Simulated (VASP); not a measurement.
Here is a VASP 6.6.1 calculation.

File POSCAR:

```
Os
1.0
    0.0000000000      2.5271650258      2.5271650258
    2.5271650258      0.0000000000      2.5271650258
    2.5271650258      2.5271650258      0.0000000000
Os
2
Direct
    0.5000000000      0.5000000000      0.5000000000
    0.7500000000      0.7500000000      0.7500000000
```

The input INCAR.step1:

```
SYSTEM = Os
PREC     = Accurate       ! precision mode
ENCUT    = 600            ! plane-wave cutoff, eV
ISMEAR   = 0              ! smearing method
SIGMA    = 0.1            ! smearing width, eV
LREAL    = .False.        ! projectors in reciprocal space
LASPH    = .True.         ! aspherical terms in the spheres
NELM     = 100            ! most SCF steps
GGA      = PE             ! functional
ALGO     = Normal         ! electronic algorithm
EDIFF    = 1E-4           ! SCF threshold, eV
LWAVE    = .True.         ! write WAVECAR
LCHARG   = .False.        ! write CHGCAR
```

File INCAR.step2:

```
SYSTEM = Os
PREC     = Accurate       ! precision mode
ENCUT    = 600            ! plane-wave cutoff, eV
EDIFF    = 1E-6           ! SCF threshold, eV
ISMEAR   = 0              ! smearing method
SIGMA    = 0.1            ! smearing width, eV
LREAL    = .False.        ! projectors in reciprocal space
LASPH    = .True.         ! aspherical terms in the spheres
NELM     = 100            ! most SCF steps
ALGO     = Normal         ! electronic algorithm
ISIF     = 3              ! what is computed and relaxed
LWAVE    = .False.        ! write WAVECAR
LCHARG   = .False.        ! write CHGCAR
METAGGA  = R2SCAN         ! meta-GGA
LMIXTAU  = .True.       
IBRION   = 2              ! ionic algorithm
NSW      = 90             ! ionic steps
EDIFFG   = -0.04          ! ionic threshold
ISTART   = 1
```

File KPOINTS:

```
regular mesh
0
Gamma
  6 6 6
  0 0 0
```

Potentials or basis: VASP PAW PBE potentials, release 64 (Os).

Launch:

```bash
$ cat potpaw_PBE.64/Os/POTCAR > POTCAR
$ cp INCAR.step1 INCAR
$ mpirun -np 1 vasp_std > vasp.out
$ cp INCAR.step2 INCAR
$ mpirun -np 1 vasp_std > vasp.out
```

Q: Predict the relaxed cell.

A: a = 3.895 Å, b = 3.895 Å, c = 3.895 Å, α = 60.00°, β = 60.00°, γ = 60.00°.

Q: Estimate the relaxed volume.

A: 20.89 Å³/atom.

Q: What does it give for the space group after relaxing (to 0.05 Å)?

A: Fd-3m (No. 227).

Q: Estimate the band gap on the k mesh.

A: None (metal or under the smearing width).

Step by step:
| step | energy change (eV) | largest force (eV/Å) | pressure (GPa) | volume (Å³) |
| --- | --- | --- | --- | --- |
| 1 | 0.0000 | 0.0000 | 98.52 | 32.28 |
| 2 | 8.2407 | 0.0000 | -20.19 | 104.39 |
| 3 | 2.3059 | 0.0000 | -33.23 | 68.96 |
| 4 | -1.3069 | 0.0000 | -28.11 | 51.35 |
| 5 | -2.3224 | 0.0000 | 3.80 | 41.08 |
| 6 | -2.3294 | 0.0000 | -1.28 | 42.02 |
| 7 | -2.3304 | 0.0000 | -0.01 | 41.77 |

Caveat: the volume moved by over 15 % at a fixed basis, so the end points are rough; the PAW data sets were made with another functional, which shifts forces and pressure a little. Spin-orbit coupling is left out, which matters for the levels of Os.
